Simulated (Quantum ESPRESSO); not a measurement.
# BP (F-43m) in Quantum ESPRESSO: notebook

One crystal, BP, is run at these levels: PBEsol; tasks: dielectric tensor.

All numbers are computed with Quantum ESPRESSO 7.5; they aren't measurements. Logs are shortened: lines on timing, memory, paths and dates and some standing lists are left out, and cuts for length are marked.

## 1. The crystal as given

It takes space group F-43m (No. 216, cubic). Conventional cell: a = 4.538 Å, b = 4.538 Å, c = 4.538 Å, α = 90.00°, β = 90.00°, γ = 90.00°. P (site symmetry -43m) is surrounded by 4 B at 1.97 Å. B (site symmetry -43m) has 4 P at 1.97 Å as nearest neighbours.

## 2. Dielectric tensor, PBEsol

Input file pw.in:

```
&CONTROL
  calculation = 'scf'
  prefix = 'pwscf'
  outdir = './tmp'
  pseudo_dir = './pseudo'
  tprnfor = .true.
  tstress = .true.
  disk_io = 'low'
/
&SYSTEM
  ibrav = 0
  nat = 2
  ntyp = 2
  ecutwfc = 45
  ecutrho = 360
  nbnd = 9
  occupations = 'smearing'
  smearing = 'fd'
  degauss = 0.00367493
/
&ELECTRONS
  conv_thr = 4d-10
  electron_maxstep = 120
  mixing_beta = 0.5
/
ATOMIC_SPECIES
P     30.9738 p_pbesol_v1.5.uspp.F.UPF
B     10.8100 b_pbesol_v1.4.uspp.F.UPF
CELL_PARAMETERS angstrom
   0.0000000000    2.2690000000    2.2690000000
   2.2690000000    0.0000000000    2.2690000000
   2.2690000000    2.2690000000    0.0000000000
ATOMIC_POSITIONS angstrom
P      3.4035000000    3.4035000000    3.4035000000
B      0.0000000000    0.0000000000    0.0000000000
K_POINTS automatic
6 6 6 1 1 1
```

Input file scf2.in:

```
&CONTROL
  calculation = 'scf'
  prefix = 'pwscf'
  outdir = './tmp'
  pseudo_dir = './pseudo'
  tprnfor = .true.
  tstress = .true.
  disk_io = 'low'
/
&SYSTEM
  ibrav = 0
  nat = 2
  ntyp = 2
  ecutwfc = 45
  ecutrho = 360
  nbnd = 9
  occupations = 'fixed'
/
&ELECTRONS
  conv_thr = 1d-13
  electron_maxstep = 120
  mixing_beta = 0.5
  startingpot = 'file'
  startingwfc = 'file'
/
ATOMIC_SPECIES
P     30.9738 p_pbesol_v1.5.uspp.F.UPF
B     10.8100 b_pbesol_v1.4.uspp.F.UPF
CELL_PARAMETERS angstrom
   0.0000000000    2.2690000000    2.2690000000
   2.2690000000    0.0000000000    2.2690000000
   2.2690000000    2.2690000000    0.0000000000
ATOMIC_POSITIONS angstrom
P      3.4035000000    3.4035000000    3.4035000000
B      0.0000000000    0.0000000000    0.0000000000
K_POINTS automatic
6 6 6 1 1 1
```

Input file ph.in:

```
dielectric of BP
&INPUTPH
  prefix = 'pwscf'
  outdir = './tmp'
  tr2_ph = 1d-18
  fildyn = 'dyn'
  niter_ph = 90
  alpha_mix(1) = 0.7
  epsil = .true.
  trans = .false.
  zeu = .true.
/
0.0000000000 0.0000000000 0.0000000000
```

Potentials or basis: GBRV 1.5 PBEsol.

Started as:

```console
> OMP_NUM_THREADS=1 pw.x -in pw.in > pw.out
> OMP_NUM_THREADS=1 pw.x -in scf2.in > scf2.out
> OMP_NUM_THREADS=1 ph.x -in ph.in > ph.out
```

pw.out:

```text
This program is part of the open-source Quantum ESPRESSO suite
     for quantum simulation of materials; please cite
[... 9 lines left out ...]
     --------------------
     sticks:   dense  smooth     PW     G-vecs:    dense   smooth      PW
     Sum         913     451    151                18149     6375    1243

     Using Slab Decomposition

     bravais-lattice index     =            0
     lattice parameter (alat)  =       6.0638  a.u.
     unit-cell volume          =     157.6631 (a.u.)^3
     number of atoms/cell      =            2
     number of atomic types    =            2
     number of electrons       =         8.00
     number of Kohn-Sham states=            9
     kinetic-energy cutoff     =      45.0000  Ry
     charge density cutoff     =     360.0000  Ry
     scf convergence threshold =      4.0E-10
     mixing beta               =       0.5000
     number of iterations used =            8  plain     mixing
     Exchange-correlation= SLA  PW   PSX  PSC
                           (   1   4  10   8   0   0   0)

     celldm(1)=   6.063849  celldm(2)=   0.000000  celldm(3)=   0.000000
     celldm(4)=   0.000000  celldm(5)=   0.000000  celldm(6)=   0.000000

     crystal axes: (cart. coord. in units of alat)
               a(1) = (   0.000000   0.707107   0.707107 )
               a(2) = (   0.707107   0.000000   0.707107 )
               a(3) = (   0.707107   0.707107   0.000000 )

     reciprocal axes: (cart. coord. in units 2 pi/alat)
               b(1) = ( -0.707107  0.707107  0.707107 )
               b(2) = (  0.707107 -0.707107  0.707107 )
               b(3) = (  0.707107  0.707107 -0.707107 )

     PseudoPot. # 1 for P  read from file:
     p_pbesol_v1.5.uspp.F.UPF
     Pseudo is Ultrasoft + core correction, Zval =  5.0
     Generated by new atomic code, or converted to UPF format
     Using radial grid of  903 points,  6 beta functions with:
                l(1) =   0
                l(2) =   0
                l(3) =   1
                l(4) =   1
                l(5) =   2
                l(6) =   2
     Q(r) pseudized with  8 coefficients,  rinner =    1.300   1.300   1.300
                                                       1.300   1.300

     PseudoPot. # 2 for B  read from file:
     b_pbesol_v1.4.uspp.F.UPF
     Pseudo is Ultrasoft + core correction, Zval =  3.0
     Generated by new atomic code, or converted to UPF format
     Using radial grid of  781 points,  4 beta functions with:
                l(1) =   0
                l(2) =   0
                l(3) =   1
                l(4) =   1
     Q(r) pseudized with  8 coefficients,  rinner =    1.100   1.100   1.100

     atomic species   valence    mass     pseudopotential
     P                 5.00    30.97380     P ( 1.00)
     B                 3.00    10.81000     B ( 1.00)

     24 Sym. Ops. (no inversion) found

   Cartesian axes

     site n.     atom                  positions (alat units)
         1        P      tau(   1) = (   1.0606602   1.0606602   1.0606602  )
         2        B      tau(   2) = (   0.0000000   0.0000000   0.0000000  )

     number of k points=    28  Fermi-Dirac smearing, width (Ry)=  0.0037
                       cart. coord. in units 2pi/alat
        k(    1) = (   0.0589256   0.0589256   0.0589256), wk =   0.0185185
        k(    2) = (   0.1767767   0.1767767  -0.0589256), wk =   0.0555556
        k(    3) = (   0.2946278   0.2946278  -0.1767767), wk =   0.0555556
        k(    4) = (  -0.2946278  -0.2946278   0.4124790), wk =   0.0555556
        k(    5) = (  -0.1767767  -0.1767767   0.2946278), wk =   0.0555556
        k(    6) = (  -0.0589256  -0.0589256   0.1767767), wk =   0.0555556
[... 20 lines left out ...]
        k(   27) = (   0.2946278   0.2946278   0.2946278), wk =   0.0185185
        k(   28) = (  -0.2946278  -0.2946278   0.8838835), wk =   0.0555556

     Dense  grid:    18149 G-vectors     FFT dimensions: (  40,  40,  40)

     Smooth grid:     6375 G-vectors     FFT dimensions: (  25,  25,  25)

     Initial potential from superposition of free atoms

     starting charge       7.9996, renormalised to       8.0000
     Starting wfcs are    8 randomized atomic wfcs +    1 random wfcs

     Self-consistent Calculation

     iteration #  1     ecut=    45.00 Ry     beta= 0.50
     Davidson diagonalization with overlap
     ethr =  1.00E-02,  avg # of iterations =  5.4

     total energy              =     -21.87692716 Ry
     estimated scf accuracy    <       0.15941570 Ry
[... 43 lines left out ...]
     iteration #  8     ecut=    45.00 Ry     beta= 0.50
     Davidson diagonalization with overlap
     ethr =  2.26E-10,  avg # of iterations =  2.6

     End of self-consistent calculation

          k = 0.0589 0.0589 0.0589 (   815 PWs)   bands (ev):

    -6.1804   8.2148   8.9665   8.9665  12.8410  12.8410  12.8931  16.9008
    20.8529

          k = 0.1768 0.1768-0.0589 (   814 PWs)   bands (ev):

    -5.5188   5.6738   7.2728   8.6537  13.3684  13.4836  14.2036  17.7093
    19.0044

          k = 0.2946 0.2946-0.1768 (   808 PWs)   bands (ev):

    -3.9756   1.9283   6.6914   7.7191  13.3219  14.0367  14.3029  18.9750
    20.3306

          k =-0.2946-0.2946 0.4125 (   801 PWs)   bands (ev):
[... 16 lines left out ...]
    -5.1884   5.6617   6.9530   7.1826  11.6292  15.2247  15.6431  15.7748
    20.6184

          k = 0.4125 0.1768-0.0589 (   811 PWs)   bands (ev):

    -3.9276   3.3244   5.2471   6.4595  12.2461  14.7140  15.8349  17.3816
    21.7953

          k =-0.1768-0.4125 0.5303 (   804 PWs)   bands (ev):
[... 6 lines left out ...]
    -3.3641   2.3278   4.3689   6.8064  13.4368  14.5191  16.7590  17.3071
    20.6485

          k = 0.0589-0.1768 0.2946 (   813 PWs)   bands (ev):

    -4.8710   4.4334   6.2209   7.8296  12.8313  14.5537  15.4628  16.3654
    20.0031

          k = 0.5303 0.0589 0.0589 (   800 PWs)   bands (ev):
[... 6 lines left out ...]
    -1.5685   1.1014   3.7491   4.8869  11.5693  13.1311  18.8490  20.3224
    21.8986

          k = 0.0589-0.4125 0.5303 (   803 PWs)   bands (ev):

    -1.8496   1.1748   3.1763   5.6833  12.4121  16.2839  17.6292  18.5203
    19.4556

          k = 0.1768-0.2946 0.4125 (   806 PWs)   bands (ev):

    -3.1703   1.1048   5.8351   6.9323  13.1733  14.0765  15.6346  18.4749
    21.2597

          k =-0.6482 0.0589 0.0589 (   796 PWs)   bands (ev):

    -1.7098   0.9945   4.5969   5.1530  10.5980  11.4232  20.6353  20.7531
    23.6443

          k =-0.5303 0.1768-0.0589 (   800 PWs)   bands (ev):

    -2.7487   2.2309   4.3441   5.3623  11.8034  13.6554  17.2975  19.2649
    22.5343

          k =-0.4125 0.0589 0.0589 (   814 PWs)   bands (ev):

    -4.2226   4.2379   5.8701   6.0753  11.0555  13.4617  17.4492  17.5308
    22.1946

          k = 0.1768 0.1768 0.1768 (   812 PWs)   bands (ev):
[... 31 lines left out ...]
    -1.4050   1.1889   3.2607   4.3828  13.4409  15.2713  16.6156  18.2632
    21.2411

          k =-0.7660 0.1768 0.1768 (   803 PWs)   bands (ev):

    -1.6015   1.0778   3.0927   5.6943  11.2609  15.1302  18.5848  19.2141
    21.1839

          k = 0.2946 0.2946 0.2946 (   799 PWs)   bands (ev):
[... 6 lines left out ...]
    -2.6311   0.5611   5.2557   6.8559  12.6415  15.2393  15.4193  19.4966
    20.9713

     the Fermi energy is     9.7695 ev

!    total energy              =     -21.90070403 Ry
     estimated scf accuracy    <          2.7E-10 Ry
     smearing contrib. (-TS)   =      -0.00000000 Ry
     internal energy E=F+TS    =     -21.90070403 Ry

     The total energy is F=E-TS. E is the sum of the following terms:
     one-electron contribution =       6.75123363 Ry
     hartree contribution      =       1.24264157 Ry
     xc contribution           =      -8.91133969 Ry
     ewald contribution        =     -20.98323954 Ry

     convergence has been achieved in   8 iterations

     Forces acting on atoms (cartesian axes, Ry/au):

     atom    1 type  1   force =     0.00000000   -0.00000000   -0.00000000
     atom    2 type  2   force =    -0.00000000    0.00000000    0.00000000

     Total force =     0.000000     Total SCF correction =     0.000000

     Computing stress (Cartesian axis) and pressure

          total   stress  (Ry/bohr**3)                   (kbar)     P=      -19.12
  -0.00012996  -0.00000000  -0.00000000          -19.12       -0.00       -0.00
  -0.00000000  -0.00012996   0.00000000           -0.00      -19.12        0.00
  -0.00000000  -0.00000000  -0.00012996           -0.00       -0.00      -19.12

=------------------------------------------------------------------------------=
   JOB DONE.
=------------------------------------------------------------------------------=
```

scf2.out:

```text
This program is part of the open-source Quantum ESPRESSO suite
     for quantum simulation of materials; please cite
[... 9 lines left out ...]
     --------------------
     sticks:   dense  smooth     PW     G-vecs:    dense   smooth      PW
     Sum         913     451    151                18149     6375    1243
[... 305 lines left out ...]
  -0.00013003   0.00000000  -0.00000000          -19.13        0.00       -0.00
   0.00000000  -0.00013003   0.00000000            0.00      -19.13        0.00
  -0.00000000   0.00000000  -0.00013003           -0.00        0.00      -19.13

=------------------------------------------------------------------------------=
   JOB DONE.
=------------------------------------------------------------------------------=
```

Run time: 55 s. Hardware: 1 thread of Intel Xeon at 2.50GHz (Skylake/Cascade Lake), shared host; peak memory 0.1 GiB.

Results:

| Item | Value |
| --- | --- |
| Free energy | -297.9743 eV |
| Pressure | -1.9 GPa |
| Electronic dielectric tensor (diagonal) | 9.31 |
| Born charges (mean of the diagonal) | P +0.52; B -0.52 e |

Levels at points of the mesh, in eV from the valence-band top:
```csv
k point,band 2,band 3,band 4,band 5,band 6,band 7
"(0.08, 0.08, 0.08)",-0.75,0.00,0.00,3.87,3.87,3.93
```

Electronic dielectric tensor:
```
9.31 0.00 0.00
0.00 9.31 0.00
0.00 0.00 9.31
```

Born effective charge tensors (e):
atom 1, P
```
0.52 0.00 0.00
0.00 0.52 0.00
0.00 0.00 0.52
```
atom 2, B
```
-0.52  0.00  0.00
 0.00 -0.52  0.00
 0.00  0.00 -0.52
```

## 3. Dielectric tensor, PBEsol

pw.in: that of step 2 with these lines changed.

```diff
@@ -36,2 +36,2 @@
 K_POINTS automatic
-6 6 6 1 1 1
+8 8 8 1 1 1
```

scf2.in: that of step 2 with these lines changed.

```diff
@@ -36,2 +36,2 @@
 K_POINTS automatic
-6 6 6 1 1 1
+8 8 8 1 1 1
```

ph.in is that of step 2.

Potentials or basis: GBRV 1.5 PBEsol.

Started as:

```console
> OMP_NUM_THREADS=1 pw.x -in pw.in > pw.out
> OMP_NUM_THREADS=1 pw.x -in scf2.in > scf2.out
> OMP_NUM_THREADS=1 ph.x -in ph.in > ph.out
```

pw.out:

```text
This program is part of the open-source Quantum ESPRESSO suite
     for quantum simulation of materials; please cite
[... 9 lines left out ...]
     --------------------
     sticks:   dense  smooth     PW     G-vecs:    dense   smooth      PW
     Sum         913     451    151                18149     6375    1243

     Using Slab Decomposition

     bravais-lattice index     =            0
     lattice parameter (alat)  =       6.0638  a.u.
     unit-cell volume          =     157.6631 (a.u.)^3
     number of atoms/cell      =            2
     number of atomic types    =            2
     number of electrons       =         8.00
     number of Kohn-Sham states=            9
     kinetic-energy cutoff     =      45.0000  Ry
     charge density cutoff     =     360.0000  Ry
     scf convergence threshold =      4.0E-10
     mixing beta               =       0.5000
     number of iterations used =            8  plain     mixing
     Exchange-correlation= SLA  PW   PSX  PSC
                           (   1   4  10   8   0   0   0)

     celldm(1)=   6.063849  celldm(2)=   0.000000  celldm(3)=   0.000000
     celldm(4)=   0.000000  celldm(5)=   0.000000  celldm(6)=   0.000000

     crystal axes: (cart. coord. in units of alat)
               a(1) = (   0.000000   0.707107   0.707107 )
               a(2) = (   0.707107   0.000000   0.707107 )
               a(3) = (   0.707107   0.707107   0.000000 )

     reciprocal axes: (cart. coord. in units 2 pi/alat)
               b(1) = ( -0.707107  0.707107  0.707107 )
               b(2) = (  0.707107 -0.707107  0.707107 )
               b(3) = (  0.707107  0.707107 -0.707107 )

     PseudoPot. # 1 for P  read from file:
     p_pbesol_v1.5.uspp.F.UPF
     Pseudo is Ultrasoft + core correction, Zval =  5.0
     Generated by new atomic code, or converted to UPF format
     Using radial grid of  903 points,  6 beta functions with:
                l(1) =   0
                l(2) =   0
                l(3) =   1
                l(4) =   1
                l(5) =   2
                l(6) =   2
     Q(r) pseudized with  8 coefficients,  rinner =    1.300   1.300   1.300
                                                       1.300   1.300

     PseudoPot. # 2 for B  read from file:
     b_pbesol_v1.4.uspp.F.UPF
     Pseudo is Ultrasoft + core correction, Zval =  3.0
     Generated by new atomic code, or converted to UPF format
     Using radial grid of  781 points,  4 beta functions with:
                l(1) =   0
                l(2) =   0
                l(3) =   1
                l(4) =   1
     Q(r) pseudized with  8 coefficients,  rinner =    1.100   1.100   1.100

     atomic species   valence    mass     pseudopotential
     P                 5.00    30.97380     P ( 1.00)
     B                 3.00    10.81000     B ( 1.00)

     24 Sym. Ops. (no inversion) found

   Cartesian axes

     site n.     atom                  positions (alat units)
         1        P      tau(   1) = (   1.0606602   1.0606602   1.0606602  )
         2        B      tau(   2) = (   0.0000000   0.0000000   0.0000000  )

     number of k points=    60  Fermi-Dirac smearing, width (Ry)=  0.0037
                       cart. coord. in units 2pi/alat
        k(    1) = (   0.0441942   0.0441942   0.0441942), wk =   0.0078125
        k(    2) = (   0.1325825   0.1325825  -0.0441942), wk =   0.0234375
        k(    3) = (   0.2209709   0.2209709  -0.1325825), wk =   0.0234375
        k(    4) = (   0.3093592   0.3093592  -0.2209709), wk =   0.0234375
        k(    5) = (  -0.3093592  -0.3093592   0.3977476), wk =   0.0234375
        k(    6) = (  -0.2209709  -0.2209709   0.3093592), wk =   0.0234375
[... 52 lines left out ...]
        k(   59) = (   0.3093592   0.3093592   0.3093592), wk =   0.0078125
        k(   60) = (  -0.3093592  -0.3093592   0.9280777), wk =   0.0234375

     Dense  grid:    18149 G-vectors     FFT dimensions: (  40,  40,  40)

     Smooth grid:     6375 G-vectors     FFT dimensions: (  25,  25,  25)

     Initial potential from superposition of free atoms

     starting charge       7.9996, renormalised to       8.0000
     Starting wfcs are    8 randomized atomic wfcs +    1 random wfcs

     Self-consistent Calculation

     iteration #  1     ecut=    45.00 Ry     beta= 0.50
     Davidson diagonalization with overlap
     ethr =  1.00E-02,  avg # of iterations =  5.4

     total energy              =     -21.87689747 Ry
     estimated scf accuracy    <       0.15947422 Ry
[... 43 lines left out ...]
     iteration #  8     ecut=    45.00 Ry     beta= 0.50
     Davidson diagonalization with overlap
     ethr =  2.07E-10,  avg # of iterations =  2.5

     End of self-consistent calculation

          k = 0.0442 0.0442 0.0442 (   821 PWs)   bands (ev):

    -6.2353   8.5971   9.0549   9.0549  12.7187  12.7187  12.7776  16.7431
    20.6789
[... 128 lines left out ...]
    -1.6026   0.8356   4.7730   5.1054  10.5324  11.1091  20.8917  20.9659
    23.8830

          k =-0.5745 0.1326-0.0442 (   795 PWs)   bands (ev):

    -2.3927   1.8902   4.4150   5.1555  11.2127  12.5291  18.7364  20.0214
    23.0114

          k =-0.4861 0.2210-0.1326 (   800 PWs)   bands (ev):

    -2.9463   1.7104   4.8561   6.0327  12.1780  15.5339  16.2119  17.5245
    22.0297

          k =-0.4861 0.0442 0.0442 (   807 PWs)   bands (ev):

    -3.5116   3.2786   5.3907   5.6315  10.6637  12.3998  18.7581  18.7670
    22.9888

          k =-0.3977 0.1326-0.0442 (   812 PWs)   bands (ev):

    -4.2224   3.9697   5.5830   6.4581  11.7510  14.2272  16.3280  17.3215
    21.8358

          k =-0.3094 0.0442 0.0442 (   820 PWs)   bands (ev):
[... 141 lines left out ...]
    -2.7719   0.3617   6.0364   7.0677  12.9128  14.6471  14.6637  19.5416
    21.6523

     the Fermi energy is     9.7650 ev

!    total energy              =     -21.90070226 Ry
     estimated scf accuracy    <          1.3E-10 Ry
     smearing contrib. (-TS)   =      -0.00000000 Ry
     internal energy E=F+TS    =     -21.90070226 Ry

     The total energy is F=E-TS. E is the sum of the following terms:
     one-electron contribution =       6.75123318 Ry
     hartree contribution      =       1.24264368 Ry
     xc contribution           =      -8.91133958 Ry
     ewald contribution        =     -20.98323954 Ry

     convergence has been achieved in   8 iterations

     Forces acting on atoms (cartesian axes, Ry/au):

     atom    1 type  1   force =    -0.00000000    0.00000000    0.00000000
     atom    2 type  2   force =    -0.00000000    0.00000000    0.00000000

     Total force =     0.000000     Total SCF correction =     0.000000

     Computing stress (Cartesian axis) and pressure

          total   stress  (Ry/bohr**3)                   (kbar)     P=      -19.12
  -0.00012997   0.00000000   0.00000000          -19.12        0.00        0.00
   0.00000000  -0.00012997   0.00000000            0.00      -19.12        0.00
   0.00000000  -0.00000000  -0.00012997            0.00       -0.00      -19.12

=------------------------------------------------------------------------------=
   JOB DONE.
=------------------------------------------------------------------------------=
```

ph.out:

```text
This program is part of the open-source Quantum ESPRESSO suite
     for quantum simulation of materials; please cite
         "P. Giannozzi et al., J. Phys.:Condens. Matter 21 395502 (2009);
         "P. Giannozzi et al., J. Phys.:Condens. Matter 29 465901 (2017);
         "P. Giannozzi et al., J. Chem. Phys. 152 154105 (2020);
     in publications or presentations arising from this work. More details at

     IMPORTANT: XC functional enforced from input :
[... 221 lines left out ...]
      E*z (        0.00000        0.00000       -0.51692 )

     INITIALIZATION:

     DIELECTRIC CONSTANT AND EFFECTIVE CHARGES:

      Additional routines

=------------------------------------------------------------------------------=
   JOB DONE.
=------------------------------------------------------------------------------=
```

It took 1.7 min on 1 thread of Intel Xeon at 2.50GHz (Skylake/Cascade Lake), shared host; peak memory 0.11 GiB.

Results:

```yaml
Free_energy: -297.9742 eV
Pressure: -1.9 GPa
Electronic_dielectric_tensor_diagonal: 9.31
Born_charges_mean_of_the_diagonal: P +0.52; B -0.52 e
```

Electronic dielectric tensor:
```
9.31 0.00 0.00
0.00 9.31 0.00
0.00 0.00 9.31
```

Born effective charge tensors (e):
atom 1, P
```
0.52 0.00 0.00
0.00 0.52 0.00
0.00 0.00 0.52
```
atom 2, B
```
-0.52  0.00  0.00
 0.00 -0.52  0.00
 0.00  0.00 -0.52
```

(Continued in part 2 of 2.)
